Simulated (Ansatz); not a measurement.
# Al2Cu: the cost of one run

Computed with Ansatz 0.2.0 (DFT r2SCAN, scalar-relativistic, plane waves, PAW, unless a step's input says otherwise).

2 further runs of the same task are left out: 2 set aside as unsound or not needed.

### Step 1. Starting point

Symmetry: Fm-3m, No. 225, cubic system. Conventional cell: a = 5.734 Å, b = 5.734 Å, c = 5.734 Å, α = 90.00°, β = 90.00°, γ = 90.00°. Al (site symmetry -43m) is surrounded by 4 Cu at 2.48 Å. Cu (site symmetry m-3m) is surrounded by 8 Al at 2.48 Å.

Structure file:

```cif
data_structure
_symmetry_space_group_name_H-M 'Fm-3m'
_symmetry_Int_Tables_number 225
_cell_length_a 5.7341
_cell_length_b 5.7341
_cell_length_c 5.7341
_cell_angle_alpha 90.000
_cell_angle_beta 90.000
_cell_angle_gamma 90.000
_cell_volume 188.54
loop_
_atom_site_label
_atom_site_type_symbol
_atom_site_symmetry_multiplicity
_atom_site_Wyckoff_symbol
_atom_site_fract_x
_atom_site_fract_y
_atom_site_fract_z
_atom_site_occupancy
Al1 Al 8 c 0.75000 0.75000 0.25000 1
Cu1 Cu 4 b 0.00000 0.50000 0.00000 1
```

It goes back to an entry of the Materials Project, which need not be the stable form.

The unstrained cell was computed beforehand with the same settings: E(σ→0) = -15425.3978 eV for 6 atoms, gap none (metal).

### Step 2. Strain -2.0 %

File input.yaml:

```yaml
crystal:
  lattice:
    - [2.8814088696, 2.8814088696, 0.0]
    - [-2.8814088696, 2.8814088696, 0.0]
    - [0.0, 0.0, 5.6194640641]
  atoms:
    - { symbol: Al, position: [0.5, 0.0, 0.25] }
    - { symbol: Al, position: [0.0, 0.5, 0.25] }
    - { symbol: Al, position: [0.0, 0.5, 0.75] }
    - { symbol: Al, position: [0.5, 0.0, 0.75] }
    - { symbol: Cu, position: [0.0, 0.0, 0.5] }
    - { symbol: Cu, position: [0.5, 0.5, 0.0] }
basis:
  ecutwfc: 500
kpoints:
  mp_grid: { grid: [10, 10, 6] }
hamiltonian:
  xc: r2scan
scf:
  occupations: { method: gaussian, width: 0.1 }
output:
  forces: true
  stress: true
  eigenvalues: true
  write_density: true
  write_potential: true
  elf: true
  volumetric_format: npy
relax:
  adjacent_minimum: "off"
  f_tol: 0.008
  max_steps: 40
  cell: { stress_tol: 0.015, fix: [c, angles] }
```

On the command line:

```bash
> ansatz run input.yaml --threads 1 --pin off --max-ram 2560MiB --backend cpu --events-out ev --progress --plain --runs-dir out
```

What time and memory should one allow on 1 thread of AMD EPYC (Zen 3), shared host?

About 3.9 min, with a peak of 0.7 GiB.
